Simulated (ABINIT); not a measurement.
An input for ABINIT 10.8.3 (CdSe (F-43m)):

```
acell 3*1.0 Angstrom
rprim 
  -0.000000000000 3.025000000000 3.025000000000
  3.025000000000 0.000000000000 3.025000000000
  3.025000000000 3.025000000000 -0.000000000000
ntypat 2
znucl 48 34
natom 2
typat 1 2
xred 
  0.000000000000 0.000000000000 0.000000000000
  0.750000000000 0.750000000000 0.750000000000
pp_dirpath "pseudos"
pseudos "Cd.upf, Se.upf"
ecut 48
ngkpt 4 4 4
nshiftk 1
shiftk 0 0 0
kptopt 1
chksymbreak 0
istwfk *1
occopt 1
irdwfk 1
optdriver 4
nband 63
gwcalctyp 28
ecutsigx 48
symsigma 0
nkptgw 8
kptgw 
  0.0000000000 0.0000000000 0.0000000000
  0.2500000000 0.0000000000 0.0000000000
  0.5000000000 0.0000000000 0.0000000000
  0.2500000000 0.2500000000 0.0000000000
  0.5000000000 0.2500000000 0.0000000000
  -0.2500000000 0.2500000000 0.0000000000
  0.5000000000 0.5000000000 0.0000000000
  -0.2500000000 0.5000000000 0.2500000000
bdgw 
  15 32
  15 32
  15 32
  15 32
  15 32
  15 32
  15 32
  15 32
ecuteps 4
irdscr 1
ppmodel 1
irdqps 1
rhoqpmix 0.3
indata_prefix "in"
outdata_prefix "out"
tmpdata_prefix "tmp"
```

```sh
OMP_NUM_THREADS=1 mpirun -n 4 abinit run.abi > log
```

How long will it take on 4 MPI ranks of Intel Xeon Platinum 8488C (Sapphire Rapids), shared host, and how much memory?

It took 4.3 min; on shared hardware allow 2.1 min to 8.5 min. Peak host memory was 2.5 GiB.

[Paths, hosts, dates, memory and timing lines, banners, echoed tables and standing remarks are left out of the program output.]

[Logs are printed without paths, hosts, clocks, repeated set-up lines and the standing remarks that a program may print on its own settings, such as how far it seeks lower states.]

[Runs of the session that timed out or met a known fault of the program may be left out.]

[Hosts, paths, dates, database ids (printed as entryN), source tags and the programs' standing remarks are cut or masked in the printed files.]

[G0W0 gaps are taken among the corrected bands and points alone; a level outside them can change the order at an edge.]

[Where Ansatz stands beside ABINIT at settings called matched, ABINIT's density can come from a denser mesh and the files from another edition; pairs whose starting gaps differed by over 0.03 eV were left out, so agreement reads better than it is.]
